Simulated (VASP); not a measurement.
# Ge (Fd-3m) in VASP: further runs

The runs below take Ge through elastic constants, with PBEsol.

All numbers are computed with VASP 6.6.1; they aren't measurements. Logs are shortened: lines on timing, memory, paths and dates and some standing lists are left out, and cuts for length are marked.

## 1. Starting point

The structure is cubic, space group Fd-3m (No. 227). Conventional cell: a = 5.680 Å, b = 5.680 Å, c = 5.680 Å, α = 90.00°, β = 90.00°, γ = 90.00°. Ge (site symmetry -43m) has 4 Ge at 2.46 Å as nearest neighbours.

The cell was built by a generator and needn't be a form met in nature.

## 2. Elastic constants, PBEsol

The input, POSCAR:

```
Ge
1.0
    0.0000000000      2.8400000000      2.8400000000
    2.8400000000      0.0000000000      2.8400000000
    2.8400000000      2.8400000000      0.0000000000
Ge
2
Direct
    0.0000000000      0.0000000000      0.0000000000
    0.2500000000      0.2500000000      0.2500000000
```

The input, INCAR.step1:

```
SYSTEM = Ge
ALGO     = Fast           ! electronic algorithm
EDIFF    = 1E-8           ! SCF threshold, eV
EDIFFG   = -0.002         ! ionic threshold
ENCUT    = 350            ! plane-wave cutoff, eV
GGA      = PS             ! functional
IBRION   = 2              ! ionic algorithm
ISIF     = 3              ! what is computed and relaxed
ISMEAR   = 0              ! smearing method
LASPH    = .TRUE.         ! aspherical terms in the spheres
LCHARG   = .FALSE.        ! write CHGCAR
LREAL    = .FALSE.        ! projectors in reciprocal space
LWAVE    = .FALSE.        ! write WAVECAR
NELM     = 100            ! most SCF steps
NSW      = 40             ! ionic steps
PREC     = Accurate       ! precision mode
SIGMA    = 0.05           ! smearing width, eV
```

The input, INCAR.step2:

```
SYSTEM = Ge
ALGO     = Fast           ! electronic algorithm
EDIFF    = 1E-8           ! SCF threshold, eV
ENCUT    = 350            ! plane-wave cutoff, eV
GGA      = PS             ! functional
IBRION   = 6              ! ionic algorithm
ISIF     = 3              ! what is computed and relaxed
ISMEAR   = 0              ! smearing method
LASPH    = .TRUE.         ! aspherical terms in the spheres
LCHARG   = .FALSE.        ! write CHGCAR
LREAL    = .FALSE.        ! projectors in reciprocal space
LWAVE    = .FALSE.        ! write WAVECAR
NELM     = 100            ! most SCF steps
NFREE    = 2            
NSW      = 1              ! ionic steps
POTIM    = 0.015          ! step
PREC     = Accurate       ! precision mode
SIGMA    = 0.05           ! smearing width, eV
```

The input, KPOINTS:

```
k-points
0
G
  12 12 12
  0 0 0
```

Potentials or basis: VASP PAW PBE potentials, release 64 (Ge).

Started as:

```sh
$ cat potpaw_PBE.64/Ge/POTCAR > POTCAR
$ cp INCAR.step1 INCAR
$ mpirun -np 1 vasp_std > vasp.out
$ cp CONTCAR POSCAR
$ cp INCAR.step2 INCAR
$ mpirun -np 1 vasp_std > vasp.out
```

OUTCAR:

```text
SYSTEM = Ge
   EDIFF = 1E-8
   ENCUT = 350
   GGA = PS
   IBRION = 6
   ISIF = 3
   ISMEAR = 0
   LASPH = .TRUE.
   LREAL = .FALSE.
   NELM = 100
   NFREE = 2
   NSW = 1
   POTIM = 0.015
   PREC = Accurate

 ion  position               nearest neighbor table
   1  0.000  0.000  0.000-   2 2.47   2 2.47   2 2.47   2 2.47
   2  0.250  0.250  0.250-   1 2.47   1 2.47   1 2.47   1 2.47

  LATTYP: Found a face centered cubic cell.
 ALAT       =     5.7009230444

  Lattice vectors:

 A1 = (   0.0000000000,   2.8504615222,   2.8504615222)
 A2 = (   2.8504615222,   0.0000000000,   2.8504615222)
 A3 = (   2.8504615222,   2.8504615222,   0.0000000000)

Analysis of symmetry for initial positions (statically):
=====================================================================
 Subroutine PRICEL returns:
 Original cell was already a primitive cell.

 Routine SETGRP: Setting up the symmetry group for a
 face centered cubic supercell.

 Subroutine GETGRP returns: Found 48 space group operations
 (whereof 24 operations were pure point group operations)
 out of a pool of 48 trial point group operations.

The static configuration has the point symmetry T_d .
 The point group associated with its full space group is O_h .

Analysis of symmetry for dynamics (positions and initial velocities):
=====================================================================
 Subroutine PRICEL returns:
 Original cell was already a primitive cell.

 Routine SETGRP: Setting up the symmetry group for a
 face centered cubic supercell.

 Subroutine GETGRP returns: Found 48 space group operations
 (whereof 24 operations were pure point group operations)
 out of a pool of 48 trial point group operations.

The dynamic configuration has the point symmetry T_d .
[... 360 lines left out ...]
      7       5.9562      0.00000
      8       6.0099      0.00000
[... 243 lines left out ...]
 k-point    24 :      -0.4167    0.1667    0.0000
  band No.  band energies     occupation
      1      -6.8958      2.00000
      2      -3.9904      2.00000
      3       0.1418      2.00000
      4       1.7007      2.00000
      5       4.9736      0.00000
      6       7.2254      0.00000
      7       8.0491      0.00000
      8      10.8023      0.00000

 [... further k-points ...]

------------------------ aborting loop because EDIFF is reached ----------------------------------------

  FORCE on cell =-STRESS in cart. coord.  units (eV):
  Direction    XX          YY          ZZ          XY          YZ          ZX
  --------------------------------------------------------------------------------------
  -------------------------------------------------------------------------------------
  Total        0.0020356      0.0045088      0.0045088      0.0000000     -0.1280798      0.0000000
  in kB        0.0704081      0.1559555      0.1559555      0.0000000     -4.4301216      0.0000000
  external PRESSURE =       0.1274397 kB  Pullay stress =       0.0000000 kB
[... 17 lines left out ...]
  FREE ENERGIE OF THE ION-ELECTRON SYSTEM (eV)
  ---------------------------------------------------
  free  energy   TOTEN  =        -9.7943102029 eV

  energy  without entropy=       -9.7942597579  energy(sigma->0) =       -9.79428498

 INTERNAL STRAIN TENSORS FROM STRAINED CELLS
 ============================================

 INTERNAL STRAIN TENSOR FOR ION    1 for displacements in x,y,z  (eV/Angst):
          X           Y           Z          XY          YZ          ZX
  --------------------------------------------------------------------------------
  x     0.00000     0.00000     0.00000    -0.00000     8.55864     0.00000
  y     0.00000     0.00000     0.00000    -0.00000    -0.00000     8.55887
  z     0.00000    -0.00000     0.00000     8.55873     0.00000     0.00000

 INTERNAL STRAIN TENSORS FROM DISPLACED ATOMS
 ============================================

 INTERNAL STRAIN TENSOR FOR ION    1 for displacements in x,y,z  (eV/Angst):
          X           Y           Z          XY          YZ          ZX
  --------------------------------------------------------------------------------
  x    -0.00000    -0.00000    -0.00000     0.00000     8.53923     0.00000
  y     0.00000    -0.00000     0.00000     0.00000     0.00000     8.53923
  z    -0.00000    -0.00000    -0.00000     8.53923     0.00000     0.00000

 INTERNAL STRAIN TENSOR FOR ION    2 for displacements in x,y,z  (eV/Angst):
          X           Y           Z          XY          YZ          ZX
  --------------------------------------------------------------------------------
  x     0.00000     0.00000     0.00000     0.00000    -8.53923     0.00000
  y    -0.00000     0.00000    -0.00000     0.00000     0.00000    -8.53923
  z     0.00000     0.00000     0.00000    -8.53923     0.00000     0.00000

 Eigenvectors and eigenvalues of the dynamical matrix
 ----------------------------------------------------

   1 f  =    8.549524 THz    53.718241 2PiTHz  285.181408 cm-1    35.357972 meV
             X         Y         Z           dx          dy          dz
      0.000000  0.000000  0.000000     0.000000   -0.707107    0.000000
      1.425231  1.425231  1.425231     0.000000    0.707107    0.000000
[... 21 lines left out ...]
   6 f  =    0.000000 THz     0.000000 2PiTHz    0.000000 cm-1     0.000000 meV
             X         Y         Z           dx          dy          dz
      0.000000  0.000000  0.000000     0.000000    0.000000    0.707107
      1.425231  1.425231  1.425231     0.000000    0.000000    0.707107

--------------------------------------------------------------------------------------------------------

 ELASTIC MODULI CONTR FROM IONIC RELAXATION (kBar)
 Direction    XX          YY          ZZ          XY          YZ          ZX
 --------------------------------------------------------------------------------
 XX          -0.0000     -0.0000     -0.0000      0.0000      0.0000     -0.0000
 YY          -0.0000     -0.0000     -0.0000      0.0000      0.0000      0.0000
 ZZ          -0.0000     -0.0000     -0.0000      0.0000      0.0000     -0.0000
 XY           0.0000      0.0000      0.0000   -232.2866      0.0000      0.0000
 YZ           0.0000      0.0000      0.0000      0.0000   -232.2866      0.0000
 ZX          -0.0000      0.0000     -0.0000      0.0000      0.0000   -232.2866
 --------------------------------------------------------------------------------

 TOTAL ELASTIC MODULI (kBar)
 Direction    XX          YY          ZZ          XY          YZ          ZX
 --------------------------------------------------------------------------------
 XX        1129.1429    447.9274    447.9274      0.0000     -0.0000      0.0000
 YY         447.9274   1129.1429    447.9274      0.0000      0.0000      0.0000
 ZZ         447.9274    447.9274   1129.1429      0.0000      0.0000      0.0000
 XY           0.0000      0.0000      0.0000    562.3640      0.0000      0.0000
 YZ          -0.0000      0.0000      0.0000      0.0000    562.3640      0.0000
 ZX           0.0000      0.0000      0.0000      0.0000      0.0000    562.3640
 --------------------------------------------------------------------------------
```

OSZICAR.step1:

```text
N       E                     dE             d eps       ncg     rms          rms(c)
DAV:   1     0.837976567235E+01    0.83798E+01   -0.27107E+03  1152   0.599E+02
DAV:   2    -0.963584827197E+01   -0.18016E+02   -0.17186E+02  1744   0.775E+01
DAV:   3    -0.991725534847E+01   -0.28141E+00   -0.28139E+00  1400   0.126E+01
[... 27 lines left out ...]
RMM:   4    -0.979544691818E+01   -0.53745E-06   -0.69242E-06  1152   0.209E-02    0.291E-03
RMM:   5    -0.979544694233E+01   -0.24154E-07   -0.91504E-07  1152   0.646E-03    0.170E-03
RMM:   6    -0.979544682101E+01    0.12132E-06   -0.11618E-07  1152   0.255E-03    0.214E-04
RMM:   7    -0.979544683109E+01   -0.10077E-07   -0.18714E-08   902   0.940E-04    0.115E-04
RMM:   8    -0.979544682819E+01    0.28957E-08   -0.26681E-09   746   0.380E-04
   3 F= -.97954468E+01 E0= -.97954116E+01  d E =-.120453E-02
```

Wall time 22 min (1 thread of Intel Xeon Platinum 8175M at 2.50GHz (Skylake/Cascade Lake), shared host); peak memory 0.3 GiB.

What came out:

```yaml
Relaxed_volume: 23.16 Å³/atom
Relaxed_cell: a = 4.031 Å, b = 4.031 Å, c = 4.031 Å, α = 60.00°, β = 60.00°, γ = 60.00°
Space_group_after_relaxing_to_0.05_Å: Fd-3m (No. 227)
Elastic_constants_C11_C12_C44: 113, 45, 56 GPa
Voigt_bulk_modulus: 67 GPa
Highest_phonon_frequency_at_Γ: 285 cm⁻¹
```

The path:
```tsv
step	energy change (eV)	largest force (eV/Å)	pressure (GPa)	volume (Å³)
1	0.0000	0.0000	0.77	45.81
2	-0.0010	0.0000	-0.32	46.55
3	-0.0012	0.0000	0.00	46.32
```

Final structure:
```
Ge
1.0
     0.00000    2.85046    2.85046
     2.85046    0.00000    2.85046
     2.85046    2.85046    0.00000
Ge
2
Direct
  0.00000 0.00000 0.00000
  0.25000 0.25000 0.25000
```

Phonon frequencies in cm⁻¹ (negative: imaginary):
```csv
q point,frequencies
"(0.000, 0.000, 0.000)",0 0 0 285 285 285
```

Elastic tensor in Voigt notation (GPa, in the Cartesian axes of the cell as first typed):
```
113  45  45   0   0   0
 45 113  45   0   0   0
 45  45 113   0   0   0
  0   0   0  56   0   0
  0   0   0   0  56   0
  0   0   0   0   0  56
```

Clamped-ion elastic tensor (GPa):
```
113  45  45   0   0   0
 45 113  45   0   0   0
 45  45 113   0   0   0
  0   0   0  79   0   0
  0   0   0   0  79   0
  0   0   0   0   0  79
```

Caveat: the PAW data sets were made with another functional, which shifts forces and pressure a little.

## 3. Elastic constants, PBEsol

POSCAR is that of step 2.

Edit INCAR.step1 of step 2 so:

```diff
@@ -4,3 +4,3 @@
 EDIFFG   = -0.002         ! ionic threshold
-ENCUT    = 350            ! plane-wave cutoff, eV
+ENCUT    = 600            ! plane-wave cutoff, eV
 GGA      = PS             ! functional
```

Edit INCAR.step2 of step 2 so:

```diff
@@ -3,3 +3,3 @@
 EDIFF    = 1E-8           ! SCF threshold, eV
-ENCUT    = 350            ! plane-wave cutoff, eV
+ENCUT    = 600            ! plane-wave cutoff, eV
 GGA      = PS             ! functional
```

KPOINTS is that of step 2.

Potentials or basis: VASP PAW PBE potentials, release 64 (Ge_d).

Started as:

```sh
$ cat potpaw_PBE.64/Ge_d/POTCAR > POTCAR
$ cp INCAR.step1 INCAR
$ mpirun -np 1 vasp_std > vasp.out
$ cp CONTCAR POSCAR
$ cp INCAR.step2 INCAR
$ mpirun -np 1 vasp_std > vasp.out
```

Run time: 72 min. Hardware: 1 thread of Intel Xeon Platinum 8175M at 2.50GHz (Skylake/Cascade Lake), shared host; peak memory 0.74 GiB.

It converged, with:

| Quantity | Value |
| --- | --- |
| Relaxed volume | 22.84 Å³/atom |
| Relaxed cell | a = 4.012 Å, b = 4.012 Å, c = 4.012 Å, α = 60.00°, β = 60.00°, γ = 60.00° |
| Space group after relaxing (to 0.05 Å) | Fd-3m (No. 227) |
| Elastic constants C11, C12, C44 | 115, 45, 59 GPa |
| Voigt bulk modulus | 68 GPa |
| Highest phonon frequency at Γ | 285 cm⁻¹ |

Final structure:
```xyz
2
Lattice="0.0000 2.8372 2.8372 2.8372 0.0000 2.8372 2.8372 2.8372 0.0000" Properties=species:S:1:pos:R:3 pbc="T T T"
Ge    0.0000    0.0000    0.0000
Ge    1.4186    1.4186    1.4186
```

Phonon frequencies in cm⁻¹ (negative: imaginary):
```csv
q point,frequencies
"(0.000, 0.000, 0.000)",0 0 0 285 285 285
```

Elastic tensor in Voigt notation (GPa, in the Cartesian axes of the cell as first typed):
```
115  45  45   0   0   0
 45 115  45   0   0   0
 45  45 115   0   0   0
  0   0   0  59   0   0
  0   0   0   0  59   0
  0   0   0   0   0  59
```

Clamped-ion elastic tensor (GPa):
```
115  45  45   0   0   0
 45 115  45   0   0   0
 45  45 115   0   0   0
  0   0   0  81   0   0
  0   0   0   0  81   0
  0   0   0   0   0  81
```

Caveat: the PAW data sets were made with another functional, which shifts forces and pressure a little.
